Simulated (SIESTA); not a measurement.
Runs of SIESTA 5.4.2 on CdS (Hawleyite). It takes space group F-43m (No. 216, cubic). Conventional cell: a = 5.833 Å, b = 5.833 Å, c = 5.833 Å, α = 90.00°, β = 90.00°, γ = 90.00°. Cd (site symmetry -43m) is surrounded by 4 S at 2.53 Å. S (site symmetry -43m) is surrounded by 4 Cd at 2.53 Å. 

```csv
task,level,potentials or basis,cell,k mesh,optimiser,force tolerance,stress tolerance (GPa),grid cutoff,energy shift,gap on the mesh (eV),pressure (GPa),relaxed volume (Å³/atom)
band structure,PBE,"SG15 1.2 (PBE files) or PseudoDojo by element, DZP (energy shift 0.002 Ry)",as given,8 × 8 × 8,-,-,-,800 Ry,0.002 Ry,1.75,(a),-
relaxation of cell and atoms,SVWN5,"PseudoDojo 0.4 standard (LDA files), DZP (energy shift 0.002 Ry)",relaxed,6 × 6 × 6,Broyden,0.01 eV/Å,0.05,1200 Ry,0.002 Ry,1.26,0.0,24.15
single point,PBE,"PseudoDojo 0.4 standard (PBE files), DZP (energy shift 0.002 Ry)",as given,8 × 8 × 8,-,-,-,800 Ry,0.002 Ry,1.39,3.7,-
relaxation of cell and atoms,PBEsol,"PseudoDojo 0.4 standard (PBEsol files), DZP (energy shift 0.003 Ry; two zetas on semicore shells)",relaxed,6 × 6 × 6,Broyden,0.01 eV/Å,0.05,800 Ry,0.003 Ry,1.23,0.0,(b)
relaxation of cell and atoms,RPBE,"PseudoDojo 0.4 standard (PBE files), SZP (energy shift 0.002 Ry)",relaxed,6 × 6 × 6,Broyden,0.01 eV/Å,0.05,800 Ry,0.002 Ry,1.39,0.0,27.44
```

Alike in all rows: no spin polarisation; smearing fermi-dirac 0.05 eV.

Q: Fill in the values left out.

A: (a) 5.4; (b) 24.81.

Caveats: the basis of atomic orbitals isn't converged, which shifts pressures, moduli and gaps; semicore shells carry a single zeta, which can move pressures by several GPa and volumes by a few percent (some runs); the potentials were made for another functional, which shifts forces and pressure (some runs); the volume moved by +11 % from the deposited cell, more than functionals usually miss (some runs).

A k mesh can miss the band edges, and the runs leave out spin-orbit coupling on Cd.

Not every run made on this cell is shown here.
